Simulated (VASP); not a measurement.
# CaSe (Fm-3m) in VASP: notebook, part 2 of 3

VASP 6.6.1. Earlier steps stand in the parts before.

### 3 Phonons, PBEsol

File POSCAR:

```
CaSe
1.0
    0.0000000000      2.9384610340      2.9384610340
    2.9384610340      0.0000000000      2.9384610340
    2.9384610340      2.9384610340      0.0000000000
  Ca              Se
     1     1
Direct
     0.0000000000000000    0.0000000000000000    0.0000000000000000
     0.5000000000000000    0.5000000000000000    0.5000000000000000
```

File INCAR.step1:

```
PREC = Accurate
ENCUT = 600
EDIFF = 1E-8
ISMEAR = 0
SIGMA = 0.03
LREAL = F
LASPH = T
NELM = 80
ALGO = Normal
ISIF = 3
LWAVE = F
LCHARG = F
GGA = PS
IBRION = 2
NSW = 40
EDIFFG = -0.002
```

File INCAR.step2:

```
PREC = Accurate
ENCUT = 600
EDIFF = 1E-8
ISMEAR = 0
SIGMA = 0.03
LREAL = F
LASPH = T
NELM = 80
ALGO = Normal
ISIF = 2
LWAVE = F
LCHARG = F
GGA = PS
IBRION = 6
NFREE = 2
POTIM = 0.015
NSW = 1
```

File KPOINTS:

```
Automatic mesh
0
Gamma
  8 8 8
```

Potentials or basis: VASP PAW PBE potentials, release 64 (Ca_sv, Se).

Command:

```sh
$ cat potpaw_PBE.64/Ca_sv/POTCAR potpaw_PBE.64/Se/POTCAR > POTCAR
$ cp INCAR.step1 INCAR
$ mpirun -np 1 vasp_std > vasp.out
$ cp CONTCAR POSCAR
$ cp INCAR.step2 INCAR
$ mpirun -np 1 vasp_std > vasp.out
```

OUTCAR:

```text
PREC = Accurate
   ENCUT = 600
   EDIFF = 1E-8
   ISMEAR = 0
   LREAL = F
   LASPH = T
   NELM = 80
   ISIF = 2
   GGA = PS
   IBRION = 6
   NFREE = 2
   POTIM = 0.015
   NSW = 1

 ion  position               nearest neighbor table
   1  0.000  0.000  0.000-   2 2.94   2 2.94   2 2.94   2 2.94   2 2.94   2 2.94
   2  0.500  0.500  0.500-   1 2.94   1 2.94   1 2.94   1 2.94   1 2.94   1 2.94

  LATTYP: Found a face centered cubic cell.
 ALAT       =     5.8769220680

  Lattice vectors:
[... 744 lines left out ...]
  x     0.00000     0.00000     0.00000     0.00000     0.00000     0.00000
  y     0.00000     0.00000     0.00000     0.00000     0.00000     0.00000
  z     0.00000     0.00000     0.00000     0.00000     0.00000     0.00000

 INTERNAL STRAIN TENSOR FOR ION    2 for displacements in x,y,z  (eV/Angst):
          X           Y           Z          XY          YZ          ZX
  --------------------------------------------------------------------------------
  x     0.00000     0.00000     0.00000     0.00000     0.00000     0.00000
  y     0.00000     0.00000     0.00000     0.00000     0.00000     0.00000
  z     0.00000     0.00000     0.00000     0.00000     0.00000     0.00000

 Eigenvectors and eigenvalues of the dynamical matrix
 ----------------------------------------------------

   1 f  =    5.447623 THz    34.228424 2PiTHz  181.713139 cm-1    22.529548 meV
             X         Y         Z           dx          dy          dz
      0.000000  0.000000  0.000000    -0.416639   -0.699768    0.000000
      2.938461  2.938461  2.938461     0.296867    0.498604   -0.000000
[... 21 lines left out ...]
   6 f/i=    0.000309 THz     0.001942 2PiTHz    0.010308 cm-1     0.001278 meV
             X         Y         Z           dx          dy          dz
      0.000000  0.000000  0.000000     0.032480    0.131683    0.564217
      2.938461  2.938461  2.938461     0.045584    0.184812    0.791853

 ELASTIC MODULI CONTR FROM IONIC RELAXATION (kBar)
 Direction    XX          YY          ZZ          XY          YZ          ZX
 --------------------------------------------------------------------------------
 XX           0.0000      0.0000      0.0000      0.0000      0.0000      0.0000
 YY           0.0000      0.0000      0.0000      0.0000      0.0000      0.0000
 ZZ           0.0000      0.0000      0.0000      0.0000      0.0000      0.0000
 XY           0.0000      0.0000      0.0000      0.0000      0.0000      0.0000
 YZ           0.0000      0.0000      0.0000      0.0000      0.0000      0.0000
 ZX           0.0000      0.0000      0.0000      0.0000      0.0000      0.0000
 --------------------------------------------------------------------------------
```

Wall time 98 s (1 thread of Intel Xeon 6975P-C (Granite Rapids), shared host); peak memory 0.25 GiB.

Results:

| Quantity | Value |
| --- | --- |
| Highest phonon frequency at Γ, LO-TO splitting left out | 182 cm⁻¹ |

Phonon frequencies in cm⁻¹ (negative: imaginary):
```
              q point        frequencies
(0.000, 0.000, 0.000)  0 0 0 182 182 182
```

Caveat: the PAW data sets were made with another functional, which shifts forces and pressure a little.

### 4 Dielectric tensor, PBEsol

File INCAR:

```
PREC = Accurate
ENCUT = 600
EDIFF = 1E-8
ISMEAR = 0
SIGMA = 0.03
LREAL = F
LASPH = T
NELM = 80
ALGO = Normal
ISIF = 2
LWAVE = F
LCHARG = F
GGA = PS
LEPSILON = T
```

File KPOINTS:

```
Automatic mesh
0
Monkhorst-Pack
  14 14 14
```

Edit POSCAR of step 3 so:

```diff
@@ -1,2 +1,2 @@
-CaSe
+CaSe                                    
 1.0
@@ -5,3 +5,3 @@
     2.9384610340      2.9384610340      0.0000000000
-  Ca              Se
+  Ca              Se            
      1     1
```

Potentials or basis: VASP PAW PBE potentials, release 64 (Ca_sv, Se).

Command:

```sh
$ cat potpaw_PBE.64/Ca_sv/POTCAR potpaw_PBE.64/Se/POTCAR > POTCAR
$ mpirun -np 1 vasp_std > vasp.out
```

OUTCAR:

```text
PREC = Accurate
   ENCUT = 600
   EDIFF = 1E-8
   ISMEAR = 0
   LREAL = F
   LASPH = T
   NELM = 80
   ISIF = 2
   GGA = PS
   LEPSILON = T

 ion  position               nearest neighbor table
   1  0.000  0.000  0.000-   2 2.94   2 2.94   2 2.94   2 2.94   2 2.94   2 2.94
   2  0.500  0.500  0.500-   1 2.94   1 2.94   1 2.94   1 2.94   1 2.94   1 2.94

  LATTYP: Found a face centered cubic cell.
 ALAT       =     5.8769220680

  Lattice vectors:

 A1 = (   0.0000000000,   2.9384610340,   2.9384610340)
 A2 = (   2.9384610340,   0.0000000000,   2.9384610340)
 A3 = (   2.9384610340,   2.9384610340,   0.0000000000)

Analysis of symmetry for initial positions (statically):
=====================================================================
 Subroutine PRICEL returns:
 Original cell was already a primitive cell.

 Routine SETGRP: Setting up the symmetry group for a
 face centered cubic supercell.

 Subroutine GETGRP returns: Found 48 space group operations
 (whereof 48 operations were pure point group operations)
 out of a pool of 48 trial point group operations.

The static configuration has the point symmetry O_h .

Analysis of symmetry for dynamics (positions and initial velocities):
=====================================================================
 Subroutine PRICEL returns:
 Original cell was already a primitive cell.

 Routine SETGRP: Setting up the symmetry group for a
 face centered cubic supercell.

 Subroutine GETGRP returns: Found 48 space group operations
 (whereof 48 operations were pure point group operations)
 out of a pool of 48 trial point group operations.

The dynamic configuration has the point symmetry O_h .

 Subroutine INISYM returns: Found 48 space group operations
[... 540 lines left out ...]
 ------------------------------------------------------
           6.363034     0.000000    -0.000000
           0.000000     6.363034     0.000000
          -0.000000     0.000000     6.363034
 ------------------------------------------------------

 Free energy of the ion-electron system (eV)
  ---------------------------------------------------
  ---------------------------------------------------
  free energy    TOTEN  =        -0.74874093 eV

  energy without entropy =       -0.74874093

------------------------ aborting loop because EDIFF is reached ----------------------------------------

--------------------------------------- Ionic step        2  -------------------------------------------

------------------------ aborting loop because EDIFF is reached ----------------------------------------

--------------------------------------- Ionic step        3  -------------------------------------------

 Free energy of the ion-electron system (eV)
  ---------------------------------------------------
  ---------------------------------------------------
  free energy    TOTEN  =        -0.74874106 eV

  energy without entropy =       -0.74874106

------------------------ aborting loop because EDIFF is reached ----------------------------------------

 PIEZOELECTRIC TENSOR FIELD DIRECTION 3  (e Angst)
 -----------------------------------------------------------------------------
    -0.00035  0.00000  0.00000           (  0.00001  0.00000  0.00000)
     0.00000 -0.00035 -0.00000           (  0.00000  0.00001 -0.00000)
    -0.00000  0.00000 -0.00117           (  0.00000 -0.00000  0.00002)

 PIEZOELECTRIC TENSOR FIELD DIRECTION 3  (C/m^2)
 -----------------------------------------------------------------------------
    -0.00011  0.00000  0.00000
     0.00000 -0.00011 -0.00000
    -0.00000  0.00000 -0.00037

 MACROSCOPIC STATIC DIELECTRIC TENSOR (including local field effects in DFT)
 ------------------------------------------------------
           5.838981     0.000000    -0.000000
           0.000000     5.838981    -0.000000
          -0.000000    -0.000000     5.838981
 ------------------------------------------------------

 PIEZOELECTRIC TENSOR (including local field effects)  for field in x, y, z        (e  Angst)
          XX          YY          ZZ          XY          YZ          ZX
  --------------------------------------------------------------------------------
  x     0.00000     0.00000     0.00000     0.00000     0.00000     0.00000
  y     0.00000     0.00000     0.00000     0.00000     0.00000     0.00000
  z     0.00000     0.00000     0.00000     0.00000     0.00000     0.00000

 PIEZOELECTRIC TENSOR (including local field effects)  for field in x, y, z        (C/m^2)
          XX          YY          ZZ          XY          YZ          ZX
  --------------------------------------------------------------------------------
  x     0.00000     0.00000     0.00000     0.00000     0.00000     0.00000
  y     0.00000     0.00000     0.00000     0.00000     0.00000     0.00000
  z     0.00000     0.00000     0.00000     0.00000     0.00000     0.00000

 BORN EFFECTIVE CHARGES (including local field effects) (in |e|, cummulative output)
 ---------------------------------------------------------------------------------
 ion    1
    1     2.35497     0.00000     0.00000
    2     0.00000     2.35497     0.00000
    3     0.00000     0.00000     2.35497
 ion    2
    1    -2.35497     0.00000     0.00000
    2     0.00000    -2.35497     0.00000
    3     0.00000     0.00000    -2.35497
```

stdout:

```text
POSCAR found type information on POSCAR CaSe
 POSCAR found :  2 types and       2 ions
 scaLAPACK will be used
 -----------------------------------------------------------------------------
|                                                                             |
[... 46 lines left out ...]
 dielectric tensor                  component  3 :     0.008    -0.499     4.886
 Linear response to external field, progress :
  Direction:   1
 dielectric tensor                  component  1 :     5.839     0.022    -0.022
 Linear response to external field, progress :
  Direction:   2
 dielectric tensor                  component  2 :     0.022     5.839    -0.022
 Linear response to external field, progress :
  Direction:   3
 dielectric tensor                  component  3 :     0.164    -0.164     5.839
 Born effective charges drift removed
```

Wall time 51 min (1 thread of Intel Xeon 6975P-C (Granite Rapids), shared host); peak memory 1.4 GiB.

What came out:

| Quantity | Value |
| --- | --- |
| Electronic dielectric tensor (diagonal) | 5.84 |
| Born charges (mean of the diagonal) | Ca +2.35; Se -2.35 e |

Levels at points of the mesh, in eV from the valence-band top:
```
           k point  band 4  band 5  band 6  band 7  band 8  band 9  band 10  band 11  band 12
(0.04, 0.04, 0.04)  -20.54  -11.86   -0.06    0.00    0.00    3.39     3.68     3.68     3.68
```

Electronic dielectric tensor:
```
5.84 0.00 0.00
0.00 5.84 0.00
0.00 0.00 5.84
```

Born effective charge tensors (e):
atom 1, Ca
```
2.35 0.00 0.00
0.00 2.35 0.00
0.00 0.00 2.35
```
atom 2, Se
```
-2.35  0.00  0.00
 0.00 -2.35  0.00
 0.00  0.00 -2.35
```

Caveat: the PAW data sets were made with another functional, which shifts forces and pressure a little.

### 5 Phonons, LDA

This run uses another cell than the first one, of 24.40 Å³/atom, 0.962 times its volume.

File POSCAR:

```
CaSe
1.0
    0.0000000000      2.9005977951      2.9005977951
    2.9005977951      0.0000000000      2.9005977951
    2.9005977951      2.9005977951      0.0000000000
  Ca              Se
     1     1
Direct
     0.0000000000000000    0.0000000000000000    0.0000000000000000
     0.5000000000000000    0.5000000000000000    0.5000000000000000
```

File INCAR.step1:

```
ALGO = Normal
EDIFF = 1E-8
EDIFFG = -0.002
ENCUT = 600
IBRION = 2
ISIF = 3
ISMEAR = 0
LASPH = T
LCHARG = F
LREAL = F
LWAVE = F
NELM = 80
NSW = 40
PREC = Accurate
SIGMA = 0.03
```

File INCAR.step2:

```
ALGO = Normal
EDIFF = 1E-8
ENCUT = 600
IBRION = 6
ISIF = 2
ISMEAR = 0
LASPH = T
LCHARG = F
LREAL = F
LWAVE = F
NELM = 80
NFREE = 2
NSW = 1
POTIM = 0.015
PREC = Accurate
SIGMA = 0.03
```

File KPOINTS:

```
k-points
0
Gamma
  8 8 8
```

Potentials or basis: VASP PAW LDA potentials, release 64 (Ca_sv, Se).

Command:

```sh
$ cat potpaw_LDA.64/Ca_sv/POTCAR potpaw_LDA.64/Se/POTCAR > POTCAR
$ cp INCAR.step1 INCAR
$ mpirun -np 1 vasp_std > vasp.out
$ cp CONTCAR POSCAR
$ cp INCAR.step2 INCAR
$ mpirun -np 1 vasp_std > vasp.out
```

OUTCAR:

```text
EDIFF = 1E-8
   ENCUT = 600
   IBRION = 6
   ISIF = 2
   ISMEAR = 0
   LASPH = T
   LREAL = F
   NELM = 80
   NFREE = 2
   NSW = 1
   POTIM = 0.015
   PREC = Accurate

 ion  position               nearest neighbor table
   1  0.000  0.000  0.000-   2 2.90   2 2.90   2 2.90   2 2.90   2 2.90   2 2.90
   2  0.500  0.500  0.500-   1 2.90   1 2.90   1 2.90   1 2.90   1 2.90   1 2.90

  LATTYP: Found a face centered cubic cell.
 ALAT       =     5.8011955902

  Lattice vectors:

 A1 = (   0.0000000000,   2.9005977951,   2.9005977951)
 A2 = (   2.9005977951,   0.0000000000,   2.9005977951)
 A3 = (   2.9005977951,   2.9005977951,   0.0000000000)

Analysis of symmetry for initial positions (statically):
=====================================================================
 Subroutine PRICEL returns:
 Original cell was already a primitive cell.

[... 702 lines left out ...]
  Total        0.0058900      0.0003932      0.0003932      0.0000000      0.0000000      0.0000000
  in kB        0.1933439      0.0129077      0.0129077      0.0000000      0.0000000      0.0000000
  external PRESSURE =       0.0730531 kB  Pullay stress =       0.0000000 kB
[... 17 lines left out ...]
  FREE ENERGIE OF THE ION-ELECTRON SYSTEM (eV)
  ---------------------------------------------------
  free  energy   TOTEN  =       -10.5835943957 eV

  energy  without entropy=      -10.5835943957  energy(sigma->0) =      -10.58359440

 INTERNAL STRAIN TENSORS FROM DISPLACED ATOMS
 ============================================

 INTERNAL STRAIN TENSOR FOR ION    1 for displacements in x,y,z  (eV/Angst):
          X           Y           Z          XY          YZ          ZX
  --------------------------------------------------------------------------------
  x     0.00000     0.00000     0.00000     0.00000     0.00000     0.00000
  y     0.00000     0.00000     0.00000     0.00000     0.00000     0.00000
  z     0.00000     0.00000     0.00000     0.00000     0.00000     0.00000

 INTERNAL STRAIN TENSOR FOR ION    2 for displacements in x,y,z  (eV/Angst):
          X           Y           Z          XY          YZ          ZX
  --------------------------------------------------------------------------------
  x     0.00000     0.00000     0.00000     0.00000     0.00000     0.00000
  y     0.00000     0.00000     0.00000     0.00000     0.00000     0.00000
  z     0.00000     0.00000     0.00000     0.00000     0.00000     0.00000

 Eigenvectors and eigenvalues of the dynamical matrix
 ----------------------------------------------------

   1 f  =    5.740214 THz    36.066829 2PiTHz  191.472932 cm-1    23.739607 meV
             X         Y         Z           dx          dy          dz
      0.000000  0.000000  0.000000     0.000000    0.814286    0.000000
      2.900598  2.900598  2.900598    -0.000000   -0.580464    0.000000
[... 21 lines left out ...]
   6 f/i=    0.001553 THz     0.009759 2PiTHz    0.051810 cm-1     0.006424 meV
             X         Y         Z           dx          dy          dz
      0.000000  0.000000  0.000000     0.367993   -0.428960   -0.132335
      2.900598  2.900598  2.900598     0.516228   -0.601754   -0.185642

 ELASTIC MODULI CONTR FROM IONIC RELAXATION (kBar)
 Direction    XX          YY          ZZ          XY          YZ          ZX
 --------------------------------------------------------------------------------
 XX           0.0000      0.0000      0.0000      0.0000      0.0000      0.0000
 YY           0.0000      0.0000      0.0000      0.0000      0.0000      0.0000
 ZZ           0.0000      0.0000      0.0000      0.0000      0.0000      0.0000
 XY           0.0000      0.0000      0.0000      0.0000      0.0000      0.0000
 YZ           0.0000      0.0000      0.0000      0.0000      0.0000      0.0000
 ZX           0.0000      0.0000      0.0000      0.0000      0.0000      0.0000
 --------------------------------------------------------------------------------
```

OSZICAR.step1:

```text
N       E                     dE             d eps       ncg     rms          rms(c)
DAV:   1     0.116400928170E+03    0.11640E+03   -0.83239E+03   696   0.138E+03
DAV:   2    -0.453529206757E+01   -0.12094E+03   -0.11610E+03   768   0.306E+02
DAV:   3    -0.104371915668E+02   -0.59019E+01   -0.58342E+01   944   0.605E+01
DAV:   4    -0.107736703265E+02   -0.33648E+00   -0.33604E+00  1172   0.121E+01
DAV:   5    -0.107767729080E+02   -0.31026E-02   -0.31024E-02   896   0.116E+00    0.440E+00
DAV:   6    -0.106156603198E+02    0.16111E+00   -0.27645E-01   880   0.285E+00    0.264E+00
DAV:   7    -0.105857817874E+02    0.29879E-01   -0.11384E-01  1036   0.234E+00    0.740E-01
DAV:   8    -0.105840373453E+02    0.17444E-02   -0.11519E-02   864   0.908E-01    0.831E-02
DAV:   9    -0.105839738450E+02    0.63500E-04   -0.64331E-04   880   0.239E-01    0.597E-02
DAV:  10    -0.105840020591E+02   -0.28214E-04   -0.15674E-04  1176   0.118E-01    0.166E-02
DAV:  11    -0.105839987909E+02    0.32682E-05   -0.47071E-05   892   0.743E-02    0.425E-03
DAV:  12    -0.105839982885E+02    0.50237E-06   -0.33852E-06   940   0.187E-02    0.186E-03
DAV:  13    -0.105839983099E+02   -0.21426E-07   -0.70753E-08   952   0.243E-03    0.122E-03
DAV:  14    -0.105839982983E+02    0.11661E-07   -0.98569E-08   900   0.324E-03    0.338E-04
DAV:  15    -0.105839982986E+02   -0.33515E-09   -0.22743E-09   620   0.574E-04
   1 F= -.10583998E+02 E0= -.10583998E+02  d E =-.105840E+02
```

It took 1.7 min on 1 thread of Intel Xeon 6975P-C (Granite Rapids), shared host; peak memory 0.21 GiB.

What came out:

* Highest phonon frequency at Γ, LO-TO splitting left out: 191 cm⁻¹

Phonon frequencies in cm⁻¹ (negative: imaginary):
```tsv
q point	frequencies
(0.000, 0.000, 0.000)	0 0 0 191 191 191
```

(Part 2 of 3 ends here.)
